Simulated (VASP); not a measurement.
**SiC: relaxation of cell and atoms with r2SCAN**

The system is SiC.

```xyz
2
Lattice="0.0000 2.1193 2.1193 2.1193 0.0000 2.1193 2.1193 2.1193 0.0000" Properties=species:S:1:pos:R:3 pbc="T T T"
Si    0.0000    0.0000    0.0000
C     2.1193    2.1193    2.1193
```

The cell was built by a generator and needn't be a form met in nature.

| Item | Value |
| --- | --- |
| Program | VASP 6.6.1 |
| Task | relaxation of cell and atoms |
| Functional | r2SCAN |
| Potentials or basis | VASP PAW PBE potentials, release 64 (Si, C) |
| Cutoff | 600 eV |
| k mesh | 8 × 8 × 8 |
| Occupations | gaussian, width 0.1 eV |
| Spin | no spin polarisation |
| Dipole correction | no |
| Further INCAR settings | ALGO = Normal; EDIFF = 1e-06; IBRION = 2; EDIFFG = -0.05; NSW = 100; ISIF = 3 |

The relaxed volume is 8.17 Å³/atom and the relaxed cell is a = 2.848 Å, b = 2.848 Å, c = 2.848 Å, α = 60.00°, β = 60.00°, γ = 60.00°. The space group after relaxing (to 0.05 Å) is Fm-3m (No. 225) and the energy gained by relaxing is 137.7 meV/atom. The ionic steps are 3, the pressure after relaxing is -0.4 GPa and the band gap on the k mesh is none (metal or under the smearing width).

Step by step:
| step | energy change (eV) | largest force (eV/Å) | pressure (GPa) | volume (Å³) |
| --- | --- | --- | --- | --- |
| 1 | 0.0000 | 0.0000 | -27.05 | 19.04 |
| 2 | -0.1586 | 0.0000 | 29.18 | 14.94 |
| 3 | -0.2754 | 0.0000 | -0.44 | 16.33 |

Final structure:
```yaml
crystal:
  lattice:
    - [0.00000, 2.01368, 2.01368]
    - [2.01368, 0.00000, 2.01368]
    - [2.01368, 2.01368, 0.00000]
  atoms:
    - { symbol: Si, position: [0.00000, 0.00000, 0.00000] }
    - { symbol: C, position: [0.50000, 0.50000, 0.50000] }
```

Levels at points of the mesh, in eV from the Fermi level:
```tsv
k point	band 1	band 2	band 3	band 4	band 5	band 6	band 7	band 8
(0.00, 0.00, 0.00)	-19.72	-0.08	-0.08	-0.08	8.34	9.31	9.31	9.31
(0.50, 0.00, 0.00)	-14.35	-12.22	-1.28	-1.28	5.63	5.63	6.46	10.68
(0.50, 0.50, 0.00)	-12.48	-10.47	-4.71	-4.71	-0.71	2.80	16.13	16.13
```

It took 42 s on 1 thread of Intel(R) Xeon(R) Platinum 8259CL CPU @ 2.50GHz (Skylake/Cascade Lake), with other jobs on the host, peak memory 0.14 GiB.

Caveat: the PAW data sets were made with another functional, which shifts forces and pressure a little; the relaxation stopped at a loose force limit of 0.05 eV/Å, so its end isn't a converged minimum.
